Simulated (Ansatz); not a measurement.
One atom moved along a line in P

Level of theory: DFT PBEsol+D3(BJ), scalar-relativistic, plane waves, PAW (Ansatz). Cutoff 420 eV, Γ-centred 12×12×12 k-points, Gaussian smearing of 0.15 eV. No spin polarisation. Energies are free energies at this smearing, counted from the undisturbed cell; pressure is positive in compression.

The starting cell (relaxed at this level; with this scan's settings it stands at -0.1 GPa; this form isn't the usual structure):

```
P
1.0
    -3.39340   -1.95918    2.77752
     3.39340   -1.95918    2.77752
     0.00000    3.91836    2.77752
P
8
Direct
  0.24129 0.24129 0.24129
  0.74129 0.74129 0.24129
  0.74129 0.24129 0.74129
  0.24129 0.74129 0.74129
  0.75871 0.75871 0.75871
  0.25871 0.25871 0.75871
  0.25871 0.75871 0.25871
  0.75871 0.25871 0.25871
```

Atom 1 (P) is moved by x along the Cartesian unit vector (1.000, 0.000, 0.000); the cell and all other atoms stay fixed. The cell is metallic on the mesh throughout.

| x (Å) | ΔE (meV/cell) |
| --- | --- |
| -0.4500 | 737.4 |
| -0.2250 | 162.1 |
| 0.0000 | 0.0 |
| 0.3375 | 386.0 |

Problem. Predict the force along x on the moved atoms (eV/Å) at each point.

Solution.
| x (Å) | force along x on the moved atoms (eV/Å) |
| --- | --- |
| -0.4500 | 3.78 |
| -0.2250 | 1.51 |
| 0.0000 | 0.00 |
| 0.3375 | -2.51 |

Cost: 4 runs of about 4.7 core-minutes in all, on AMD EPYC 9R45 (Zen 5) (shared hosts).